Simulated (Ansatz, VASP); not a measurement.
**CdTe: VASP beside Ansatz**

```
Cd Te
1.0
     0.00000    3.30869    3.30869
     3.30869    0.00000    3.30869
     3.30869    3.30869    0.00000
Cd Te
1 1
Direct
  0.00000 0.00000 0.00000
  0.25000 0.25000 0.25000
```

Alike in both runs: functional PBE; k mesh 8 × 8 × 8; occupations gaussian, width 0.02 eV; no spin polarisation.

Ansatz relaxed the structure, and its values are those at the end. VASP's run is a single point on that final structure, the one shown.

|  | VASP | Ansatz |
| --- | --- | --- |
| version | VASP 6.6.1 | Ansatz 0.2.0 |
| potentials or method | VASP PAW PBE potentials, release 64 (Cd, Te) | scalar-relativistic, plane waves, PAW |
| plane-wave cutoff (eV) | 520 | 420 |
| valence electrons in the cell | 18 | 36 |

```tsv
	VASP	Ansatz	Ansatz less VASP
gap on the k mesh at the Fermi level (eV)	0.58	0.59	+0.002
least direct gap on the mesh (eV)	0.58	0.59	+0.002
pressure (GPa)	0.1	0.0	-0.11
```

The two sets of potentials don't hold the same shells in valence.

Caveats: spin-orbit coupling is left out, which moves the levels of the heavy elements.
